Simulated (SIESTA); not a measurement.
## Tl in SIESTA: the effect of functional

The system is Tl, a slab with vacuum.

```
Tl
1.0
     3.36191    0.00000    0.00000
    -1.12064    3.16964    0.00000
     0.00000    0.00000   25.97995
Tl
5
Direct
  0.50000 0.50000 0.28868
  0.00000 0.00000 0.39434
  0.50000 0.50000 0.50000
  0.00000 0.00000 0.60566
  0.50000 0.50000 0.71132
```

Alike in all runs:

| Property | Result |
| --- | --- |
| Program | SIESTA 5.4.2 |
| Task | band structure |
| Basis | DZP (energy shift 0.003 Ry; two zetas on semicore shells) |
| Grid cutoff | 500 Ry |
| Energy shift | 0.003 Ry |
| k mesh | 8 × 8 × 1 |
| Occupations | fermi-dirac, width 0.05 eV |
| Spin | no spin polarisation |

| functional | potentials or basis | largest force (eV/Å) |
| --- | --- | --- |
| LDA | PseudoDojo 0.4 standard (LDA files) | 0.07 |
| PBEsol | PseudoDojo 0.4 standard (PBEsol files) | 0.07 |
| AM05 | PseudoDojo 0.4 standard (PBEsol files) | 0.08 |
| WC | PseudoDojo 0.4 standard (PBEsol files) | 0.07 |
| PBE | PseudoDojo 0.4 standard (PBE files) | 0.23 |
| PW91 | PseudoDojo 0.4 standard (PBE files) | ? |
| revPBE | PseudoDojo 0.4 standard (PBE files) | 0.31 |
| RPBE | PseudoDojo 0.4 standard (PBE files) | 0.33 |
| BLYP | PseudoDojo 0.4 standard (PBE files) | 0.46 |

Problem. What does the run with functional PW91 give?

Solution. Largest force 0.22 eV/Å.

Caveats: the potentials were made for another functional, which shifts forces and pressure (some runs).
